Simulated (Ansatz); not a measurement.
Single point in Ansatz 0.2.0 with r2SCAN, no spin polarisation. Cutoff 500 eV, PAW datasets, 4×4×6 Γ-centred k mesh, cold filling (width 0.0506 eV).

Computed maps in the lattice plane spanned by a (left to right, 7.35 Å, 22 points from zero) and b (bottom to top, 6.83 Å, 21 points from zero), 90° apart, at height 0.250 along c. The fields are smooth PAW ones with compensation charges, not the true ones near nuclei.

Valence density. Digits on a logarithmic scale: 0 up to 0.03 e/Å³, each further digit a factor of 1.6, 9 from 1.3 e/Å³ up:
```
5788789752222222234455
6689998642111111245666
7777876532111012356788
9765554322211112467999
9865333222211113468999
9865334443221113468999
9765456765321113467999
7655688987531112456898
6545799898642112345666
4335897589743222234454
2235897689754443222333
1124789898766554321111
1123578887677766431101
1222456666789987532101
1222234456799998642111
2223333356899998643111
2345554456899998643111
2467887555789997642111
3689998755677776532111
4798789854455554432222
5798579853334433222333
```

**Question.** The cell is BaTe. Which atoms lie within 0.2 Å of this plane, and where (fractions of a and b)?

**Answer.** Ba at (0.19, 0.00), Ba at (0.31, 0.50), Te at (0.57, 0.23), Te at (0.93, 0.73). The whole cell:
```
Ba Te
1.0
     7.34831    0.00000    0.00000
     0.00000    6.83264    0.00000
     0.00000    0.00000    4.34804
Ba Te
4 4
Direct
  0.18900 0.00200 0.25000
  0.81100 0.99800 0.75000
  0.68900 0.49800 0.75000
  0.31100 0.50200 0.25000
  0.57200 0.23100 0.25000
  0.42800 0.76900 0.75000
  0.07200 0.26900 0.75000
  0.92800 0.73100 0.25000
```

Origin: a known structure type with other elements, at an estimated volume, so it need not be a known compound. Caveats: atoms or cell far from equilibrium.
